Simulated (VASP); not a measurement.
The system is ZnO (zincite).

```xyz
4
Lattice="3.2368 0.0000 0.0000 -1.6184 2.8031 0.0000 0.0000 0.0000 5.2239" Properties=species:S:1:pos:R:3 pbc="T T T"
Zn    0.0000    1.8687    2.6118
Zn    1.6184    0.9344    5.2238
O     1.6184    0.9344    1.9800
O     0.0000    1.8687    4.5919
```

Program: VASP 6.6.1. Alike in all runs: task band structure; potentials or basis VASP PAW PBE potentials, release 64 (Zn, O); no spin polarisation; cell as given; k mesh 6 × 6 × 3; cutoff (eV) 520; smearing gaussian 0.03 eV.

Problem. Order these runs on this cell by their band gap on the k mesh, lowest first.
A. level PBE0; exchange at q = 0 truncated
B. level PBE-EpsX; exchange at q = 0 truncated; share of exact exchange 0.1709
C. level PBE

Solution. C (0.78 eV), B (2.39 eV), A (3.17 eV).
